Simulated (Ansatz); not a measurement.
Electric field gradients in LiNbO3 at a changed volume

The cell is a COD entry, relaxed with PBE at fixed cell and then changed (volume scaled by 0.98, ions relaxed).

Space group R-3c:H (No. 167); a = 5.1033, c = 13.4081 Å, γ = 120.00°.

| site | Wyckoff | site symmetry | x | y | z |
| --- | --- | --- | --- | --- | --- |
| Li | 6a | 32 | 0.0000 | 0.0000 | 0.2500 |
| Nb | 6b | -3. | 0.0000 | 0.0000 | 0.0000 |
| O | 18e | .2 | 0.0352 | 0.3333 | 0.0833 |

One atom of each set is listed; the run and its k-mesh use a cell of 10 atoms with edges of 5.35, 5.35, 5.35 Å.

Method: Kohn–Sham DFT in Ansatz, PBE, plane waves and PAW, scalar-relativistic, 420 eV cutoff, Γ-centred 7×7×7 k-points, Fermi–Dirac smearing 0.02 eV.

C_Q = eQV_zz/h, which is 24.18 MHz for Q = 1 b and V_zz = 10²¹ V/m²; η = (V_xx − V_yy)/V_zz.

⁶Li: I = 1, Q = -0.8080 mb; 93Nb: I = 9/2, Q = -320.0 mb; ¹⁷O: I = 5/2, Q = -25.58 mb. Nuclear quadrupole moments: year-2017 set (Pyykkö).

Problem. Which values are expected at the nuclei?

Solution. 

| site | atoms | first shell | V_zz (10²¹ V/m²) | η | C_Q (MHz) |
| --- | --- | --- | --- | --- | --- |
| Li | 2 | 3 O at 1.88 Å; also 6 O at 2.76 Å | 0.29 | 0.00 | -0.006 |
| Nb | 2 | 6 O at 1.97 Å | 0.49 | 0.00 | -3.81 |
| O | 6 | 1 Li at 1.88 Å, 2 Nb at 1.97 Å; also 2 Li at 2.76 Å | 0.68 | 0.89 | -0.420 |

An axis of threefold or higher order runs through Li and Nb, so V_zz lies along it and η is zero.

This high-symmetry form of LiNbO3 is unstable when cold, to polar shifts of Li and Nb. The symmetry of the cell holds that distortion back, wholly or in part, and it would change the field gradients, the more the larger the distortion. Without spin–orbit coupling (the program notes it for Nb) the gradients are little affected as a rule: paired runs on crystals with a gap mostly move them by under 2 % at such atoms. With these PAW files V_zz is typically within 2 to 3 % of all-electron values, but misses above 10 % occur on Li. At this changed cell the PBE pressure is 13 GPa.

The relaxation (4 steps) took 10 s of wall time (37 s of CPU time) and 0.55 GiB at its peak, on 4 threads of Arm Neoverse V1 (aarch64; 8 cores open to the job, memory cap 8.0 GiB, no GPU), a shared host with a load of 0.4 a core.
